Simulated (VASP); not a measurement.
Ge, 2 atoms in the cell. Symmetry: I4_1/amd, No. 141, tetragonal system. Conventional cell: a = 4.937 Å, b = 4.937 Å, c = 2.690 Å, α = 90.00°, β = 90.00°, γ = 90.00°. Ge (site symmetry -4m2) has 6 Ge at 2.56 to 2.69 Å as nearest neighbours. This isn't the form of Ge at room conditions, which is diamond.

| Quantity | Value |
| --- | --- |
| Program | VASP 6.6.1 |
| Task | relaxation of cell and atoms |
| Functional | r2SCAN |
| Potentials or basis | VASP PAW PBE potentials, release 64 (Ge_d) |
| Cutoff | 520 eV |
| k mesh | 12 × 12 × 12 |
| Occupations | gaussian, width 0.02 eV |
| Spin | no spin polarisation |
| Target pressure | 13.3 GPa |
| Further INCAR settings | ALGO = Normal; EDIFF = 1e-07; IBRION = 2; EDIFFG = -0.002; NSW = 80; ISIF = 3 |
| Target pressure | 13.3 GPa |

Potentials or basis: VASP PAW PBE potentials, release 64 (Ge_d).

The run is started by

```sh
$ cat potpaw_PBE.64/Ge_d/POTCAR > POTCAR
$ mpirun -np 1 vasp_std > vasp.out
```

Hardware: 1 thread of Intel(R) Xeon(R) 6975P-C (Granite Rapids) (shared host).

Question: Estimate the wall time of this run.

Answer: It took 10 min on 1 thread of Intel(R) Xeon(R) 6975P-C (Granite Rapids) (shared host), peak memory 0.22 GiB. Counts: scf iterations 37, k points 163, ion steps 3.
